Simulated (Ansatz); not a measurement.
# NaI (h-MgO (five-fold) type): Wannier functions and tight-binding models

Where do the localised orbitals of NaI (h-MgO (five-fold) type) sit, how far are they spread, and how do the settings change that? The runs, in order: PBE, anion s p, 6×6×4; PBE, anion s p, 6×6×2; PBE, anion p, 6×6×4; PBE, cation s and anion p, disentangled, 6×6×4; r2SCAN, anion s p, 6×6×4; r2SCAN, cation s and anion p, disentangled, 6×6×4; r2SCAN, anion p, 6×6×4; HSE06, anion s p, 6×6×4 (level, trial orbitals, Wannier mesh).

Program: Ansatz 0.2.0. Level of theory: plane waves, PAW. These are calculated values, not measurements.

1 further run of the same task is left out (it didn't finish).

## (1) Starting point

It takes space group P6_3/mmc (No. 194, hexagonal). Conventional cell: a = 5.416 Å, b = 5.416 Å, c = 6.462 Å, α = 90.00°, β = 90.00°, γ = 120.00°. Na (site symmetry -6m2) is surrounded by 5 I at 3.13 to 3.23 Å. Around I (site symmetry -6m2) lie 5 Na at 3.13 to 3.23 Å.

Coordinates:

```
Na I
1.0
     5.41644    0.00000    0.00000
    -2.70822    4.69078    0.00000
     0.00000    0.00000    6.46221
Na I
2 2
Direct
  0.33333 0.66667 0.25000
  0.66667 0.33333 0.75000
  0.66667 0.33333 0.25000
  0.33333 0.66667 0.75000
```

Cell and atoms come from an earlier r2SCAN relaxation. No run includes spin-orbit coupling, which matters for I.

## (2) PBE, anion s p, 6×6×4

The input, input.yaml:

```yaml
crystal:
  lattice:
    - [5.4164419187, 0.0, 0.0]
    - [-2.7082209593, 4.6907762997, 0.0]
    - [0.0, 0.0, 6.4622147823]
  atoms:
    - { symbol: Na, position: [0.3333333333, 0.6666666667, 0.25] }
    - { symbol: Na, position: [0.6666666667, 0.3333333333, 0.75] }
    - { symbol: I, position: [0.6666666667, 0.3333333333, 0.25] }
    - { symbol: I, position: [0.3333333333, 0.6666666667, 0.75] }
kpoints:
  mp_grid: { grid: [6, 6, 4] }
  band_path:
    path:
      - [[0.0, 0.0, 0.0], [0.5, 8.403425437135e-17, -9.107965591156e-35], [0.3333333333333, 0.3333333333333, -7.956572088838e-35], [0.0, 0.0, 0.0], [-8.434735782732e-52, 7.486387199989e-52, 0.5], [0.5, 8.403425437135e-17, 0.5], [0.3333333333333, 0.3333333333333, 0.5], [-8.434735782732e-52, 7.486387199989e-52, 0.5]]
      - [[0.5, 8.403425437135e-17, 0.5], [0.5, 8.403425437135e-17, -9.107965591156e-35]]
      - [[0.3333333333333, 0.3333333333333, 0.5], [0.3333333333333, 0.3333333333333, -7.956572088838e-35]]
    npoints: 10
hamiltonian:
  xc: pbe
scf:
  occupations: { method: fixed }
  n_extra_bands: 6
output:
  forces: false
  stress: false
  eigenvalues: true
  wannier:
    kmesh: [6, 6, 4]
    projections: [{ species: I, l: s, shell: 5 }, { species: I, l: p, shell: 5 }]
    minimise: true
    write_hr: true
    conv_tol: 1.0e-08
    max_iter: 3000
```

On the command line:

```bash
ansatz run input.yaml --threads 4 --pin off --max-ram 3686MiB --backend cpu --events-out ev --progress --plain --runs-dir out
```

After this run come: PBE, anion s p, 6×6×2; PBE, anion p, 6×6×4; PBE, cation s and anion p, disentangled, 6×6×4; r2SCAN, anion s p, 6×6×4; r2SCAN, cation s and anion p, disentangled, 6×6×4; r2SCAN, anion p, 6×6×4; HSE06, anion s p, 6×6×4.

Before running them: what should the planned runs give, taken together? Wanted: total spread, PBE, anion s p, 6×6×4; total spread, PBE, anion s p, 6×6×2; total spread, PBE, anion p, 6×6×4; total spread, PBE, cation s and anion p, disentangled, 6×6×4; total spread, r2SCAN, anion s p, 6×6×4; total spread, r2SCAN, cation s and anion p, disentangled, 6×6×4; total spread, r2SCAN, anion p, 6×6×4; total spread, HSE06, anion s p, 6×6×4; centres of the first set.

The runs gave:

| quantity | value |
| --- | --- |
| total spread, PBE, anion s p, 6×6×4 | 13.60 Å² over 8 functions |
| total spread, PBE, anion s p, 6×6×2 | 13.25 Å² over 8 functions |
| total spread, PBE, anion p, 6×6×4 | 13.64 Å² over 6 functions |
| total spread, PBE, cation s and anion p, disentangled, 6×6×4 | 20.95 Å² over 8 functions |
| total spread, r2SCAN, anion s p, 6×6×4 | 13.37 Å² over 8 functions |
| total spread, r2SCAN, cation s and anion p, disentangled, 6×6×4 | 20.69 Å² over 8 functions |
| total spread, r2SCAN, anion p, 6×6×4 | 13.38 Å² over 6 functions |
| total spread, HSE06, anion s p, 6×6×4 | 13.31 Å² over 8 functions |
| centres of the first set | 0.56 to 0.59 Å from the nearest atom |

**Reading.** With PBE, anion s p, 6×6×4 the 8 functions move off the atoms, with a mean spread of 1.70 Å²; 82 % of the total is gauge invariant. On one set and mesh the functional gives 13.60 (PBE), 13.37 (r2SCAN), 13.31 (HSE06) Å². The disentangled models miss some band by up to 0.8 eV, which may lie outside their frozen windows.
